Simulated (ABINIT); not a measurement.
The system is Ag.

```
Ag
1.0
     0.00000    2.04275    2.04275
     2.04275    0.00000    2.04275
     2.04275    2.04275    0.00000
Ag
1
Cartesian
  0.0000 0.0000 0.0000
```

Base run:

- Program: ABINIT 10.8.3 (patched build)
- Functional: r2SCAN
- Potentials or basis: SG15 NC PBE v1.2
- Cutoff: 844 eV
- k mesh: 11 × 11 × 11
- Occupations: fermi-dirac, width 0.05 eV
- Spin: no spin polarisation

Its results: band gap on the k mesh none (metal or under the smearing width); pressure 0.6 GPa.

The run is repeated on the same cell with these changes: potentials or basis from SG15 NC PBE v1.2 to JTH PAW PBE v2.0; cutoff from 844 eV to 544 eV; valence electrons from 19 to 11. What comes out?

Band gap on the k mesh none (metal or under the smearing width); pressure 1.1 GPa.

Caveats: the potentials were made for another functional, which shifts forces and pressure (some runs); the PAW data sets were made with another functional, which shifts forces and pressure a little (some runs).
